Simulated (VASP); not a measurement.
# BiTe (R-3m) in VASP: notebook

The runs below take BiTe through single point, with PBE.

Program: VASP 6.6.1. These are calculated values, not measurements. Logs are shortened: lines on timing, memory, paths and dates and some standing lists are left out, and cuts for length are marked.

## 1. The structure

Symmetry: R-3m, No. 166, trigonal system. The conventional cell has a = 4.845 Å, b = 4.845 Å, c = 9.952 Å, α = 90.00°, β = 90.00°, γ = 120.00°. Bi (site symmetry -3m) is surrounded by 6 Te at 3.25 Å. Around Te (site symmetry -3m) lie 6 Bi at 3.25 Å.

The cell comes from a database or a generator and needn't be the stable form of this composition.

## 2. Single point, PBE

Input file INCAR:

```
PREC = Accurate
ENCUT = 550
EDIFF = 1E-7
ISMEAR = 0
SIGMA = 0.05
LREAL = Auto
LASPH = T
NELM = 100
ALGO = Normal
ISIF = 2
LWAVE = F
LCHARG = F
GGA = PE
NBANDS = 18
ADDGRID = F
```

Input file KPOINTS:

```
Automatic mesh
0
Gamma
  9 9 9
```

Input file POSCAR:

```
BiTe
1.0
    2.4227077728      1.3987509848      3.3172919545
   -2.4227077728      1.3987509848      3.3172919545
    0.0000000000     -2.7975019696      3.3172919545
Bi Te
1 1
Direct
    0.5000000000      0.5000000000      0.5000000000
    0.0000000000      0.0000000000      0.0000000000
```

Potentials or basis: VASP PAW PBE potentials, release 64 (Bi_d, Te).

Run with:

```
cat potpaw_PBE.64/Bi_d/POTCAR potpaw_PBE.64/Te/POTCAR > POTCAR
mpirun -np 1 vasp_std > vasp.out
```

OUTCAR:

```text
PREC = Accurate
   ENCUT = 550
   EDIFF = 1E-7
   ISMEAR = 0
   LREAL = Auto
   LASPH = T
   NELM = 100
   ISIF = 2
   GGA = PE

 Found     85 irreducible k-points:

 Following reciprocal coordinates:
            Coordinates               Weight
  0.000000  0.000000  0.000000      1.000000
  0.111111 -0.000000  0.000000      6.000000
  0.222222 -0.000000  0.000000      6.000000
  0.333333  0.000000  0.000000      6.000000
  0.444444 -0.000000  0.000000      6.000000
  0.111111  0.111111  0.000000      6.000000
   k-points           NKPTS =     85   k-points in BZ     NKDIM =     85   number of bands    NBANDS=     18
   number of dos      NEDOS =    301   number of ions     NIONS =      2
   total plane-waves  NPLWV =  46656
   dimension x,y,z NGX =    36 NGY =   36 NGZ =   36
   dimension x,y,z NGXF=    72 NGYF=   72 NGZF=   72
   ions per type =               1   1
   NGX,Y,Z   is equivalent  to a cutoff of  13.79, 13.79, 13.79 a.u.
   NGXF,Y,Z  is equivalent  to a cutoff of  27.58, 27.58, 27.58 a.u.
 SYSTEM =  unknown system
   PREC   = accura    normal or accurate (medium, high low for compatibility)
   ISTART =      0    job   : 0-new  1-cont  2-samecut
   ICHARG =      2    charge: 1-file 2-atom 10-const
   ISPIN  =      1    spin polarized calculation?
   LNONCOLLINEAR =      F non collinear calculations
   LSORBIT =      F    spin-orbit coupling
   LASPH  =      T    aspherical Exc in radial PAW
   ENCUT  =  550.0 eV  40.42 Ry    6.36 a.u.   8.30  8.30  8.30*2*pi/ulx,y,z
   NELM   =    100;   NELMIN=  2; NELMDL= -5     # of ELM steps
   EDIFF  = 0.1E-06   stopping-criterion for ELM
   LREAL  =      T    real-space projection
   EDIFFG = 0.1E-05   stopping-criterion for IOM
   NSW    =      0    number of steps for IOM
   IBRION =     -1    ionic relax: 0-MD 1-quasi-New 2-CG
   NFREE  =      0    steps in history (QN), initial steepest desc. (CG)
   ISIF   =      2    stress and relaxation
   ISYM   =      2    0-nonsym 1-usesym 2-fastsym
   POTIM  = 0.5000    time-step for ionic-motion
   TEBEG  =    0.0;   TEEND  =   0.0 temperature during run
   PSTRESS=    0.0 pullay stress
   NELECT =      21.0000    total number of electrons
   NUPDOWN=      -1.0000    fix difference up-down
   EMIN   =  10.00;   EMAX   =-10.00  energy-range for DOS
   EFERMI =   0.00;   METHOD = LEGACY
   ISMEAR =     0;   SIGMA  =   0.05  broadening in eV -4-tet -1-fermi 0-gaus
   EFERMI_NEDOS =   21; number of points for ismear=-14 and -15
   IALGO  =     38    algorithm
   IMIX   =      4    mixing-type and parameters
     AMIX     =   0.40;   BMIX     =  1.00
     AMIX_MAG =   1.60;   BMIX_MAG =  1.00
  volume/ion in A,a.u.               =      33.72       227.58
  Fermi-wavevector in a.u.,A,eV,Ry     =   1.109573  2.096789 16.750837  1.231152
  Thomas-Fermi vector in A             =   2.246114
   LORBIT       =      0    0 simple, 1 ext, 2 COOP (PROOUT), +10 PAW based schemes
   GGA     = PE    functional components
   LHFCALC =     F    Hartree Fock is set to
   AEXX    =    0.0000 exact exchange contribution
   IVDW    =     0    specifies the selected vdW correction
   LEPSILON=     F    determine dielectric tensor
   LRPA    =     F    only Hartree local field effects (RPA)
 non-spin polarized calculation
 Gauss-broadening in eV      SIGMA  =   0.05
  energy-cutoff  :      550.00
  volume of cell :       67.45
 maximum number of plane-waves:      2002
 NGX is ok and might be reduce to    36
   NGX = 17   NGY = 17   NGZ = 17

 number of electron      21.0000005 magnetization

 Free energy of the ion-electron system (eV)
  ---------------------------------------------------
  ext. energy  EPLUGINS =         0.00000000
  ---------------------------------------------------
  free energy    TOTEN  =        -7.18353848 eV

  energy without entropy =       -7.18206128  energy(sigma->0) =       -7.18279988

 E-fermi :   6.6485     XC(G=0):  -9.4764

 val. band max:        6.6412560969   @ k =  -0.4444   0.2222   0.2222
 cond. band min:       6.6569571215   @ k =  -0.2222   0.4444   0.2222
 fundamental gap:      0.0157010246
 Fermi energy:         6.6485128268

 k-point     1 :       0.0000    0.0000    0.0000
  band No.  band energies     occupation
      1     -16.5509      2.00000
      2     -16.5509      2.00000
      3     -16.5424      2.00000
      4     -16.5424      2.00000
      5     -16.5297      2.00000
      6      -6.8111      2.00000
[... 10 lines left out ...]
     17      13.3163      0.00000
     18      13.5510      0.00000

 k-point     2 :       0.1111   -0.0000    0.0000
  band No.  band energies     occupation
      1     -16.5507      2.00000
      2     -16.5506      2.00000
      3     -16.5431      2.00000
      4     -16.5417      2.00000
      5     -16.5295      2.00000
      6      -6.7060      2.00000
[... 10 lines left out ...]
     17      13.5870      0.00000
     18      14.0287      0.00000

 k-point     3 :       0.2222   -0.0000    0.0000
  band No.  band energies     occupation
      1     -16.5506      2.00000
      2     -16.5499      2.00000
      3     -16.5448      2.00000
      4     -16.5398      2.00000
      5     -16.5285      2.00000
      6      -6.3937      2.00000
[... 10 lines left out ...]
     17      14.8193      0.00000
     18      15.3485      0.00000

 k-point     4 :       0.3333    0.0000    0.0000
  band No.  band energies     occupation
      1     -16.5509      2.00000
      2     -16.5496      2.00000
      3     -16.5461      2.00000
      4     -16.5380      2.00000
      5     -16.5267      2.00000
      6      -5.8852      2.00000
[... 10 lines left out ...]
     17      15.4329      0.00000
     18      16.3752      0.00000

 k-point     5 :       0.4444   -0.0000    0.0000
  band No.  band energies     occupation
      1     -16.5512      2.00000
      2     -16.5501      2.00000
      3     -16.5463      2.00000
      4     -16.5373      2.00000
      5     -16.5250      2.00000
      6      -5.2071      2.00000
[... 10 lines left out ...]
     17      14.9176      0.00000
     18      16.6540      0.00000

 k-point     6 :       0.1111    0.1111    0.0000
  band No.  band energies     occupation
      1     -16.5512      2.00000
      2     -16.5501      2.00000
      3     -16.5432      2.00000
      4     -16.5410      2.00000
      5     -16.5295      2.00000
      6      -6.6628      2.00000
[... 10 lines left out ...]
     17      13.2905      0.00000
     18      13.7031      0.00000

 [... further k-points ...]

------------------------ aborting loop because EDIFF is reached ----------------------------------------

  FORCE on cell =-STRESS in cart. coord.  units (eV):
  Direction    XX          YY          ZZ          XY          YZ          ZX
  --------------------------------------------------------------------------------------
  -------------------------------------------------------------------------------------
  Total       -0.0674710     -0.0674710      0.0289948     -0.0000000     -0.0000000      0.0000000
  in kB       -1.6026972     -1.6026972      0.6887385     -0.0000000     -0.0000000      0.0000000
  external PRESSURE =      -0.8388853 kB  Pullay stress =       0.0000000 kB

 VOLUME and BASIS-vectors are now :
 -----------------------------------------------------------------------------
  energy-cutoff  :      550.00
  volume of cell :       67.45
      direct lattice vectors                 reciprocal lattice vectors
     2.422707773  1.398750985  3.317291954     0.206380648  0.119153923  0.100483568
    -2.422707773  1.398750985  3.317291954    -0.206380648  0.119153923  0.100483568
     0.000000000 -2.797501970  3.317291954     0.000000000 -0.238307845  0.100483568

 POSITION                                       TOTAL-FORCE (eV/Angst)
 -----------------------------------------------------------------------------------
      0.00000      0.00000      4.97594        -0.000000     -0.000000     -0.000000
      0.00000      0.00000      0.00000         0.000000      0.000000      0.000000
 -----------------------------------------------------------------------------------
    total drift:                               -0.000000     -0.000000      0.000000

  FREE ENERGIE OF THE ION-ELECTRON SYSTEM (eV)
  ---------------------------------------------------
  free  energy   TOTEN  =        -7.1835384762 eV

  energy  without entropy=       -7.1820612803  energy(sigma->0) =       -7.18279988
```

Run time: 94 s. Hardware: 1 thread of Intel Xeon 6975P-C (Granite Rapids), shared host; peak memory 0.24 GiB.

The run converged, but some of its settings lie outside the range that counts as converged, so its numbers aren't taken as properties of the crystal.

What came out:

```
Free energy            : -7.1835 eV
Pressure               : -0.1 GPa
Band gap on the k mesh : none (metal or under the smearing width)
```

Caveat: spin-orbit coupling is left out, which moves the levels of the heavy elements.

## 3. Single point, PBE

INCAR is that of step 2.

KPOINTS is that of step 2.

Input file POSCAR:

```
BiTe
1.0
    2.4227077728      1.3987509848      3.3172919545
   -2.4227077728      1.3987509848      3.3172919545
    0.0000000000     -2.7975019696      3.3172919545
Bi Te
1 1
Direct
    0.5120250000      0.5038480000      0.5048510000
   -0.0040940000     -0.0152210000     -0.0035880000
```

Potentials or basis: VASP PAW PBE potentials, release 64 (Bi_d, Te).

Run with:

```
cat potpaw_PBE.64/Bi_d/POTCAR potpaw_PBE.64/Te/POTCAR > POTCAR
mpirun -np 1 vasp_std > vasp.out
```

Wall time 8.6 min (1 thread of Intel Xeon 6975P-C (Granite Rapids), shared host); peak memory 0.42 GiB.

These settings aren't checked as converged: the numbers below hold their error.

Results:

```
Free energy            : -7.1710 eV
Pressure               : 0.2 GPa
Largest force          : 0.166 eV/Å
Band gap on the k mesh : none (metal or under the smearing width)
```

Caveat: spin-orbit coupling is left out, which moves the levels of the heavy elements.

## 4. Single point, PBE

INCAR, as its differences from that of step 3:

```diff
@@ -2,6 +2,6 @@
 ENCUT = 550
-EDIFF = 1E-7
+EDIFF = 1E-5
 ISMEAR = 0
 SIGMA = 0.05
-LREAL = Auto
+LREAL = F
 LASPH = T
```

KPOINTS is that of step 3.

Input file POSCAR:

```
BiTe
1.0
    2.4227077728      1.3987509848      3.3172919545
   -2.4227077728      1.3987509848      3.3172919545
    0.0000000000     -2.7975019696      3.3172919545
Bi Te
1 1
Direct
    0.5000000000      0.5000000000      0.5000000000
    0.0000000000      0.0000000000      0.0000000000
```

Potentials or basis: VASP PAW PBE potentials, release 64 (Bi_d, Te).

Run with:

```
cat potpaw_PBE.64/Bi_d/POTCAR potpaw_PBE.64/Te/POTCAR > POTCAR
mpirun -np 1 vasp_std > vasp.out
```

OUTCAR:

```text
PREC = Accurate
   ENCUT = 550
   EDIFF = 1E-5
   ISMEAR = 0
   LREAL = F
   LASPH = T
   NELM = 100
   ISIF = 2
   GGA = PE

 Found     85 irreducible k-points:

 Following reciprocal coordinates:
            Coordinates               Weight
  0.000000  0.000000  0.000000      1.000000
  0.111111 -0.000000  0.000000      6.000000
  0.222222 -0.000000  0.000000      6.000000
  0.333333  0.000000  0.000000      6.000000
  0.444444 -0.000000  0.000000      6.000000
  0.111111  0.111111  0.000000      6.000000
   k-points           NKPTS =     85   k-points in BZ     NKDIM =     85   number of bands    NBANDS=     18
   number of dos      NEDOS =    301   number of ions     NIONS =      2
   total plane-waves  NPLWV =  46656
   dimension x,y,z NGX =    36 NGY =   36 NGZ =   36
   dimension x,y,z NGXF=    72 NGYF=   72 NGZF=   72
   ions per type =               1   1
   NGX,Y,Z   is equivalent  to a cutoff of  13.79, 13.79, 13.79 a.u.
   NGXF,Y,Z  is equivalent  to a cutoff of  27.58, 27.58, 27.58 a.u.
 SYSTEM =  unknown system
   PREC   = accura    normal or accurate (medium, high low for compatibility)
   ISTART =      0    job   : 0-new  1-cont  2-samecut
   ICHARG =      2    charge: 1-file 2-atom 10-const
   ISPIN  =      1    spin polarized calculation?
   LNONCOLLINEAR =      F non collinear calculations
   LSORBIT =      F    spin-orbit coupling
   LASPH  =      T    aspherical Exc in radial PAW
   ENCUT  =  550.0 eV  40.42 Ry    6.36 a.u.   8.30  8.30  8.30*2*pi/ulx,y,z
   NELM   =    100;   NELMIN=  2; NELMDL= -5     # of ELM steps
   EDIFF  = 0.1E-04   stopping-criterion for ELM
   LREAL  =      F    real-space projection
   EDIFFG = 0.1E-03   stopping-criterion for IOM
   NSW    =      0    number of steps for IOM
   IBRION =     -1    ionic relax: 0-MD 1-quasi-New 2-CG
[... 26 lines left out ...]
 non-spin polarized calculation
 Gauss-broadening in eV      SIGMA  =   0.05
  energy-cutoff  :      550.00
  volume of cell :       67.45
 maximum number of plane-waves:      2002
 NGX is ok and might be reduce to    36
   NGX = 17   NGY = 17   NGZ = 17

 number of electron      21.0000005 magnetization

 Free energy of the ion-electron system (eV)
  ---------------------------------------------------
  ext. energy  EPLUGINS =         0.00000000
  ---------------------------------------------------
  free energy    TOTEN  =        -7.18279280 eV

  energy without entropy =       -7.18131534  energy(sigma->0) =       -7.18205407

 E-fermi :   6.6475     XC(G=0):  -9.4773

 val. band max:        6.6404440048   @ k =  -0.4444   0.2222   0.2222
 cond. band min:       6.6559423130   @ k =  -0.2222   0.4444   0.2222
 fundamental gap:      0.0154983082
 Fermi energy:         6.6475099076

 k-point     1 :       0.0000    0.0000    0.0000
  band No.  band energies     occupation
      1     -16.5531      2.00000
      2     -16.5531      2.00000
      3     -16.5448      2.00000
      4     -16.5448      2.00000
      5     -16.5320      2.00000
      6      -6.8114      2.00000
[... 10 lines left out ...]
     17      13.3159      0.00000
     18      13.5505      0.00000

 k-point     2 :       0.1111   -0.0000    0.0000
  band No.  band energies     occupation
      1     -16.5529      2.00000
      2     -16.5528      2.00000
      3     -16.5455      2.00000
      4     -16.5441      2.00000
      5     -16.5318      2.00000
      6      -6.7063      2.00000
[... 10 lines left out ...]
     17      13.5851      0.00000
     18      14.0281      0.00000

 k-point     3 :       0.2222   -0.0000    0.0000
  band No.  band energies     occupation
      1     -16.5528      2.00000
      2     -16.5521      2.00000
      3     -16.5472      2.00000
      4     -16.5422      2.00000
      5     -16.5309      2.00000
      6      -6.3941      2.00000
[... 10 lines left out ...]
     17      14.8178      0.00000
     18      15.3476      0.00000

 k-point     4 :       0.3333    0.0000    0.0000
  band No.  band energies     occupation
      1     -16.5531      2.00000
      2     -16.5519      2.00000
      3     -16.5484      2.00000
      4     -16.5404      2.00000
      5     -16.5291      2.00000
      6      -5.8855      2.00000
[... 10 lines left out ...]
     17      15.4314      0.00000
     18      16.3745      0.00000

 k-point     5 :       0.4444   -0.0000    0.0000
  band No.  band energies     occupation
      1     -16.5534      2.00000
      2     -16.5525      2.00000
      3     -16.5485      2.00000
      4     -16.5396      2.00000
      5     -16.5274      2.00000
      6      -5.2074      2.00000
[... 10 lines left out ...]
     17      14.9167      0.00000
     18      16.6535      0.00000

 k-point     6 :       0.1111    0.1111    0.0000
  band No.  band energies     occupation
      1     -16.5534      2.00000
      2     -16.5523      2.00000
      3     -16.5456      2.00000
      4     -16.5434      2.00000
      5     -16.5319      2.00000
      6      -6.6632      2.00000
[... 10 lines left out ...]
     17      13.2889      0.00000
     18      13.7026      0.00000

 [... further k-points ...]
[... 5 lines left out ...]
  --------------------------------------------------------------------------------------
  -------------------------------------------------------------------------------------
  Total       -0.0463265     -0.0463265      0.0631061      0.0000000      0.0000000      0.0000000
  in kB       -1.1004342     -1.1004342      1.4990133      0.0000000      0.0000000      0.0000000
  external PRESSURE =      -0.2339517 kB  Pullay stress =       0.0000000 kB

 VOLUME and BASIS-vectors are now :
 -----------------------------------------------------------------------------
  energy-cutoff  :      550.00
  volume of cell :       67.45
      direct lattice vectors                 reciprocal lattice vectors
     2.422707773  1.398750985  3.317291954     0.206380648  0.119153923  0.100483568
    -2.422707773  1.398750985  3.317291954    -0.206380648  0.119153923  0.100483568
     0.000000000 -2.797501970  3.317291954     0.000000000 -0.238307845  0.100483568

 POSITION                                       TOTAL-FORCE (eV/Angst)
 -----------------------------------------------------------------------------------
      0.00000      0.00000      4.97594        -0.000000     -0.000000     -0.000000
      0.00000      0.00000      0.00000         0.000000      0.000000      0.000000
 -----------------------------------------------------------------------------------
    total drift:                               -0.000000     -0.000000      0.000000

  FREE ENERGIE OF THE ION-ELECTRON SYSTEM (eV)
  ---------------------------------------------------
  free  energy   TOTEN  =        -7.1827928039 eV

  energy  without entropy=       -7.1813153444  energy(sigma->0) =       -7.18205407
```

OSZICAR:

```text
N       E                     dE             d eps       ncg     rms          rms(c)
DAV:   1     0.160611062142E+03    0.16061E+03   -0.10156E+04  3060   0.117E+03
DAV:   2     0.511778772337E+01   -0.15549E+03   -0.15177E+03  3284   0.312E+02
DAV:   3    -0.688163092087E+01   -0.11999E+02   -0.11887E+02  3750   0.899E+01
DAV:   4    -0.721024865953E+01   -0.32862E+00   -0.32834E+00  3826   0.158E+01
DAV:   5    -0.722229103334E+01   -0.12042E-01   -0.12042E-01  4164   0.283E+00    0.585E+00
DAV:   6    -0.717873242924E+01    0.43559E-01   -0.14523E-01  4336   0.225E+00    0.358E+00
DAV:   7    -0.718256536760E+01   -0.38329E-02   -0.31607E-02  3512   0.874E-01    0.759E-01
DAV:   8    -0.718265852519E+01   -0.93158E-04   -0.41167E-03  3682   0.437E-01    0.141E-01
DAV:   9    -0.718279159749E+01   -0.13307E-03   -0.44201E-04  3684   0.133E-01    0.512E-02
DAV:  10    -0.718279280386E+01   -0.12064E-05   -0.18549E-05  3392   0.266E-02
   1 F= -.71827928E+01 E0= -.71820541E+01  d E =-.147746E-02
```

Run time: 48 s. Hardware: 1 thread of Intel Xeon 6975P-C (Granite Rapids), shared host; peak memory 0.27 GiB.

These settings aren't checked as converged: the numbers below hold their error.

Results:

```
Free energy            : -7.1828 eV
Pressure               : 0.0 GPa
Band gap on the k mesh : none (metal or under the smearing width)
```

Caveat: spin-orbit coupling is left out, which moves the levels of the heavy elements.

(Part 1 of 2 ends here.)
